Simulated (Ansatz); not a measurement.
# Residual resistivity of an alloy: Ag(111) with 4 layers of random Ag-Ta, 2x2

Wanted: resistance against the alloy's length, first Ag(111) with 4 layers of random Ag-Ta, 2x2.

Main program and level: Ansatz 0.2.0; Ansatz plane-wave DFT, PBE, PAW files; ballistic transport by layer matching (Landauer), zero bias; PAW set soft_1.

Report form: the programs' logs are mostly left out.

## 1. The starting structure

The cell holds 40 atoms: 38 Ag and 2 Ta. Cell: a = 5.779 Å, b = 5.779 Å, c = 23.651 Å, α = 93.5°, β = 86.5°, γ = 120.0°. It derives from Ag. Regions: lead, 24 atoms (24 Ag); scattering region, 16 atoms (14 Ag and 2 Ta). The structure is stacked along c, and the current runs across the ab planes.

## 2. With 4 alloy layers

In 4 layers a share of 0.125 of the sites is given to Ta at random. The layers about the cell's end stay perfect and serve as the lead. Energies from -0.05 to 0.05 eV in steps of 0.05 eV are too few for the program's thermal sum, so it prints no conductance; for a metal the transmission near the Fermi level serves, at a fraction of the cost.

Contents of input.yaml:

```yaml
crystal:
  lattice:
    - [5.7787594586, 0.0, 0.0]
    - [-2.8893797293, 5.0045524935, 0.0]
    - [1.4446898646, -0.8340920822, 23.5916866996]
  atoms:
    - { symbol: Ag, position: [0.9916666667, 0.0083333333, 0.05] }
    - { symbol: Ag, position: [0.9916666667, 0.5083333333, 0.05] }
    - { symbol: Ag, position: [0.4916666667, 0.0083333333, 0.05] }
    - { symbol: Ag, position: [0.4916666667, 0.5083333333, 0.05] }
    - { symbol: Ag, position: [0.1416666667, 0.3583333333, 0.15] }
    - { symbol: Ag, position: [0.1416666667, 0.8583333333, 0.15] }
    - { symbol: Ag, position: [0.6416666667, 0.3583333333, 0.15] }
    - { symbol: Ag, position: [0.6416666667, 0.8583333333, 0.15] }
[... 28 atom lines left out ...]
    - { symbol: Ag, position: [0.8416666667, 0.1583333333, 0.95] }
    - { symbol: Ag, position: [0.8416666667, 0.6583333333, 0.95] }
    - { symbol: Ag, position: [0.3416666667, 0.1583333333, 0.95] }
    - { symbol: Ag, position: [0.3416666667, 0.6583333333, 0.95] }
kpoints:
  mp_grid: { grid: [4, 4, 1] }
hamiltonian:
  xc: pbe
  pseudopotentials: { kind: paw, azcp: { folder: soft_1 } }
scf:
  occupations: { method: fermi_dirac, width: 0.1 }
output:
  transmission: { leads: [[0, 4]], kmesh: [8, 8], e_range: [-0.05, 0.05], de: 0.05 }
  write_potential: true
  write_density: true
  volumetric_format: npy
```

Run with:

```
$ ansatz run input.yaml --threads 4 --pin off --max-ram 15360MiB --backend cpu --events-out ev --progress --plain --runs-dir out
```

It took 4.8 min on 4 threads of Arm Neoverse V1, shared host; peak memory 5.4 GiB.

Numbers from this step:

```
free energy                                    : -308306.4156 eV
energy at zero smearing                        : -308306.1761 eV
Fermi energy                                   : 17.43 eV
cell area                                      : 28.92 Å²
transmission per spin nearest the Fermi level  : 1.588
open channels per spin nearest the Fermi level : 3.234
step of the lead's potential                   : 13.9 meV
```

Per spin. Transmission, zone mean against energy, zero at the Fermi level:

| energy (eV) | transmission, zone mean |
| --- | --- |
| -0.0500 | 1.65 |
| 0.0000 | 1.59 |
| 0.0500 | 1.53 |

Per spin. The open channels, zone mean, lead by energy, zero at the Fermi level:

| energy (eV) | open channels, zone mean, lead |
| --- | --- |
| -0.0500 | 3.33 |
| 0.0000 | 3.23 |
| 0.0500 | 3.23 |

Transmission over k1 and k2. At 0.0000 eV from the Fermi level.

Ten even steps from '0' (0.74) to '9' (2.75):
```
03028422
20947112
32477314
78776778
34137742
22117490
02248203
20237320
```
Columns: k1 (b1) from -0.5 to 0.375; rows upwards: k2 (b2) from -0.5 to 0.375.

Open channels over k1 and k2. At 0.0000 eV from the Fermi level.

Values, 8 rows by 8 columns:
```
3.00 4.00 3.00 3.00 4.00 3.00 3.00 3.00
3.00 3.00 4.00 3.00 4.00 3.00 3.00 3.00
3.00 3.00 3.00 3.00 3.00 3.00 3.00 3.00
4.00 4.00 4.00 3.00 3.00 3.00 4.00 4.00
3.00 3.00 3.00 3.00 3.00 3.00 3.00 3.00
3.00 3.00 3.00 3.00 4.00 3.00 4.00 3.00
3.00 3.00 3.00 3.00 4.00 3.00 3.00 4.00
4.00 3.00 3.00 3.00 4.00 3.00 3.00 3.00
```
Columns: k1 (b1) from -0.5 to 0.375; rows upwards: k2 (b2) from -0.5 to 0.375.

Over the solved energies the transmission per spin lies between 1.53 and 1.65, out of 3.27 channels of the lead on average (up to 3.33).

## 3. With 8 alloy layers

In 8 layers a share of 0.125 of the sites is given to Ta at random. A fresh draw is used; the growth of the resistance with length is what counts.

System of this step: Ag(111) with 8 layers of random Ag-Ta, 2x2. The cell holds 56 atoms: 52 Ag and 4 Ta. Cell: a = 5.779 Å, b = 5.779 Å, c = 33.070 Å, α = 87.5°, β = 92.5°, γ = 120.0°. It derives from Ag. Regions: lead, 24 atoms (24 Ag); scattering region, 32 atoms (28 Ag and 4 Ta). The structure is stacked along c, and the current runs across the ab planes.

Contents of input.yaml:

```yaml
crystal:
  lattice:
    - [5.7787594586, 0.0, 0.0]
    - [-2.8893797293, 5.0045524935, 0.0]
    - [-1.4446898646, 0.8340920822, 33.0283613795]
  atoms:
    - { symbol: Ag, position: [0.005952381, 0.994047619, 0.0357142857] }
    - { symbol: Ag, position: [0.005952381, 0.494047619, 0.0357142857] }
    - { symbol: Ag, position: [0.505952381, 0.994047619, 0.0357142857] }
    - { symbol: Ag, position: [0.505952381, 0.494047619, 0.0357142857] }
    - { symbol: Ag, position: [0.1845238095, 0.3154761905, 0.1071428571] }
    - { symbol: Ag, position: [0.1845238095, 0.8154761905, 0.1071428571] }
    - { symbol: Ag, position: [0.6845238095, 0.3154761905, 0.1071428571] }
    - { symbol: Ag, position: [0.6845238095, 0.8154761905, 0.1071428571] }
[... 44 atom lines left out ...]
    - { symbol: Ag, position: [0.3273809524, 0.1726190476, 0.9642857143] }
    - { symbol: Ag, position: [0.3273809524, 0.6726190476, 0.9642857143] }
    - { symbol: Ag, position: [0.8273809524, 0.1726190476, 0.9642857143] }
    - { symbol: Ag, position: [0.8273809524, 0.6726190476, 0.9642857143] }
kpoints:
  mp_grid: { grid: [4, 4, 1] }
hamiltonian:
  xc: pbe
  pseudopotentials: { kind: paw, azcp: { folder: soft_1 } }
scf:
  occupations: { method: fermi_dirac, width: 0.1 }
output:
  transmission: { leads: [[0, 4]], kmesh: [8, 8], e_range: [-0.05, 0.05], de: 0.05 }
  write_potential: true
  write_density: true
  volumetric_format: npy
```

Run time: 11 min. Hardware: 4 threads; peak memory 8 GiB.

This step gave:

| Quantity | Value |
| --- | --- |
| free energy | -434435.4238 eV |
| energy at zero smearing | -434434.8896 eV |
| Fermi energy | 17.53 eV |
| transmission per spin nearest the Fermi level | 0.7516 |
| step of the lead's potential | 16.1 meV |

Per spin. Transmission, zone mean against energy, zero at the Fermi level:

| energy (eV) | transmission, zone mean |
| --- | --- |
| -0.0500 | 0.834 |
| 0.0000 | 0.752 |
| 0.0500 | 0.689 |

Over the solved energies the transmission per spin lies between 0.689 and 0.834, out of 3.27 channels of the lead on average (up to 3.33).

## 4. With 12 alloy layers

In 12 layers a share of 0.125 of the sites is given to Ta at random. A fresh draw is used; the growth of the resistance with length is what counts.

System of this step: Ag(111) with 12 layers of random Ag-Ta, 2x2. The cell holds 72 atoms: 66 Ag and 6 Ta. Its edges and angles: a = 5.779 Å, b = 5.779 Å, c = 42.465 Å, α = 90.0°, β = 90.0°, γ = 120.0°. It derives from Ag. Regions: lead, 24 atoms (24 Ag); scattering region, 48 atoms (42 Ag and 6 Ta). The structure is stacked along c, and the current runs across the ab planes.

Contents of input.yaml:

```yaml
crystal:
  lattice:
    - [5.7787594586, 0.0, 0.0]
    - [-2.8893797293, 5.0045524935, 0.0]
    - [0.0, 0.0, 42.4650360593]
  atoms:
    - { symbol: Ag, position: [0.0, 0.0, 0.0277777778] }
    - { symbol: Ag, position: [0.0, 0.5, 0.0277777778] }
    - { symbol: Ag, position: [0.5, 0.0, 0.0277777778] }
    - { symbol: Ag, position: [0.5, 0.5, 0.0277777778] }
    - { symbol: Ag, position: [0.1666666667, 0.3333333333, 0.0833333333] }
    - { symbol: Ag, position: [0.1666666667, 0.8333333333, 0.0833333333] }
    - { symbol: Ag, position: [0.6666666667, 0.3333333333, 0.0833333333] }
    - { symbol: Ag, position: [0.6666666667, 0.8333333333, 0.0833333333] }
[... 60 atom lines left out ...]
    - { symbol: Ag, position: [0.3333333333, 0.1666666667, 0.9722222222] }
    - { symbol: Ag, position: [0.3333333333, 0.6666666667, 0.9722222222] }
    - { symbol: Ag, position: [0.8333333333, 0.1666666667, 0.9722222222] }
    - { symbol: Ag, position: [0.8333333333, 0.6666666667, 0.9722222222] }
kpoints:
  mp_grid: { grid: [4, 4, 1] }
hamiltonian:
  xc: pbe
  pseudopotentials: { kind: paw, azcp: { folder: soft_1 } }
scf:
  occupations: { method: fermi_dirac, width: 0.1 }
output:
  transmission: { leads: [[0, 4]], kmesh: [8, 8], e_range: [-0.05, 0.05], de: 0.05 }
  write_potential: true
  write_density: true
  volumetric_format: npy
```

Run time: 23 min. Hardware: 4 threads; peak memory 7.9 GiB.

Numbers from this step:

- free energy: -560567.8136 eV
- energy at zero smearing: -560567.1834 eV
- Fermi energy: 17.57 eV
- transmission per spin nearest the Fermi level: 0.6461
- step of the lead's potential: 10.6 meV

Per spin. The transmission, zone mean by energy, zero at the Fermi level:

| energy (eV) | transmission, zone mean |
| --- | --- |
| -0.0500 | 0.624 |
| 0.0000 | 0.646 |
| 0.0500 | 0.619 |

Over the solved energies the transmission per spin lies between 0.619 and 0.646, out of 3.27 channels of the lead on average (up to 3.33).

## 5. Resistance against length

This step: Ansatz plane-wave DFT, PBE, PAW files; ballistic transport by layer matching (Landauer), zero bias; residual resistivity from the slope of the area resistance, atoms on the host's lattice; PAW set soft_1 (Ansatz 0.2.0).

Numbers from this step:

| Item | Value |
| --- | --- |
| resistivity | 189.4 µΩ cm |
| intercept | -0.3170 fΩ m² |
| scatter about the fit | 0.3696 fΩ m² |

Resistance, by row:

| run | length (Å) | T | channels N | RA (fΩ m²) |
| --- | --- | --- | --- | --- |
| n4 | 9.437 | 1.587 | 3.266 | 1.209 |
| n8 | 18.87 | 0.7582 | 3.266 | 3.78 |
| n12 | 28.31 | 0.6298 | 3.266 | 4.783 |

Table of area resistance by length of the alloy:

| length of the alloy (Å) | area resistance (fΩ m²) |
| --- | --- |
| 9.44 | 1.21 |
| 18.87 | 3.78 |
| 28.31 | 4.78 |

The area resistance goes from 1.2 to 4.8 fΩ m² between 9.4 and 28.3 Å, a slope of 189 µΩ cm.

By hand from the end points: (4.783 − 1.209) fΩ m² / (28.31 − 9.44) Å = 189 µΩ cm, since 1 fΩ m² per Å is 1000 µΩ cm.

## 6. Summary of results

```yaml
resistivity_from_the_slope: 189 µΩ cm
area_resistance_over_9p44_a: 1.21 fΩ m²
area_resistance_over_18p9_a: 3.78 fΩ m²
area_resistance_over_28p3_a: 4.78 fΩ m²
```

**Reading.** The slope gives 189 µΩ cm. The points scatter by 0.37 fΩ m² about the line, with one random draw a length in a 2x2 cell, so the slope is a rough value. Read with a model of isotropic scattering on a spherical Fermi surface and the lead's 0.87×10¹⁵ S/m², this slope means a mean free path near 4.5 Å; over these lengths the model's slope is within 3 % of its bulk resistivity, though a free path of a few ångströms strains the picture. The draw over the shortest length came out nearly ordered, with 8 symmetry operations, so that point is a poor sample of a random alloy. The atoms sit on the host's lattice, so scattering by size misfit is left out. Spin-orbit coupling is left out, which matters for Ta.

[Logs are printed without paths, hosts, clocks, repeated set-up lines and the standing remarks that a program may print on its own settings, such as how far it seeks lower states.]

[Hosts, paths, dates, database ids (printed as entryN), source tags and the programs' standing remarks are cut or masked in the printed files.]
